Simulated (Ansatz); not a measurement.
# SnO2: relaxation of cell and atoms with PBEsol

Crystal: SnO2.

```
Sn O
1.0
    -2.00007    2.00007    5.12368
     2.00007   -2.00007    5.12368
     2.00007    2.00007   -5.12368
Sn O
2 4
Cartesian
  0.0000 0.0000 0.0000
  0.0000 2.0001 2.5618
  0.0000 2.0001 0.4767
  0.0000 0.0000 2.0851
  0.0000 2.0001 4.6469
  0.0000 0.0000 8.1623
```

Measurements of this composition are mostly on another form, of space group No. 136.

- Program: Ansatz 0.2.0
- Task: relaxation of cell and atoms
- Functional: PBEsol
- Potentials or basis: Ansatz PAW
- Cutoff: 420 eV (not typed: the program's choice for these potentials)
- k mesh: 9 × 9 × 9
- Occupations: fermi-dirac, width 0.05 eV
- Spin: no spin polarisation

| Property | Result |
| --- | --- |
| Relaxed volume | 13.74 Å³/atom |
| Relaxed cell | a = 5.857 Å, b = 5.857 Å, c = 5.857 Å, α = 139.95°, β = 139.95°, γ = 57.94° |
| Space group after relaxing (to 0.05 Å) | I4_1/amd (No. 141) |
| Energy gained by relaxing | 0.4 meV/atom |
| Ionic steps | 8 |
| Pressure after relaxing | 0.0 GPa |
| Band gap on the k mesh | 1.54 eV, indirect (least direct gap 1.91 eV) |

The path:
| step | energy change (eV) | largest force (eV/Å) | volume (Å³) |
| --- | --- | --- | --- |
| 1 | 0.0000 | 0.0806 | 81.98 |
| 2 | 0.0000 | 0.0313 | 82.38 |
| 3 | 0.0000 | 0.0023 | 82.44 |
| 4 | 0.0002 | 0.0147 | 82.48 |
| 5 | -0.0001 | 0.0003 | 82.44 |
| 6 | -0.0026 | 0.0001 | 82.44 |
| 7 | -0.0025 | 0.0000 | 82.46 |
| 8 | -0.0025 | 0.0000 | 82.46 |

Final structure:
```cif
data_structure
_symmetry_space_group_name_H-M 'P 1'
_symmetry_Int_Tables_number 1
_cell_length_a 5.8569
_cell_length_b 5.8569
_cell_length_c 5.8569
_cell_angle_alpha 139.946
_cell_angle_beta 139.946
_cell_angle_gamma 57.935
_cell_volume 82.46
loop_
_atom_site_label
_atom_site_type_symbol
_atom_site_fract_x
_atom_site_fract_y
_atom_site_fract_z
_atom_site_occupancy
Sn1 Sn 0.00000 0.00000 0.00000 1
Sn2 Sn 0.75000 0.25000 0.50000 1
O1 O 0.54708 0.04708 0.50000 1
O2 O 0.20292 0.20292 0.00000 1
O3 O 0.95292 0.45292 0.50000 1
O4 O 0.79708 0.79708 0.00000 1
```

Levels at points of the mesh, in eV from the valence-band top:
| k point | band 24 | band 25 | band 26 | band 27 | band 28 | band 29 |
| --- | --- | --- | --- | --- | --- | --- |
| (0.00, 0.00, 0.00) | -0.66 | -0.37 | -0.37 | 1.54 | 5.51 | 9.23 |

Run time: 15 s on 2 threads of AMD EPYC 9R45 96-Core Processor (Zen 5), on a shared host, peak memory 0.53 GiB.

Caveat: odd divisions of the mesh miss points on the zone boundary, where band edges often lie, so the gap on the mesh can be too wide; the plane-wave basis is chosen anew once the cell has moved, so the energies of steps on either side of that aren't comparable; the pressure holds a Pulay correction of +0.8 GPa for the finite cutoff; spin-orbit coupling is left out, which moves the levels of the heavy elements; the PAW data sets come from PBE, with cores solved anew for the run's functional, which leaves a small shift of forces and pressure. A k mesh can miss the band edges.
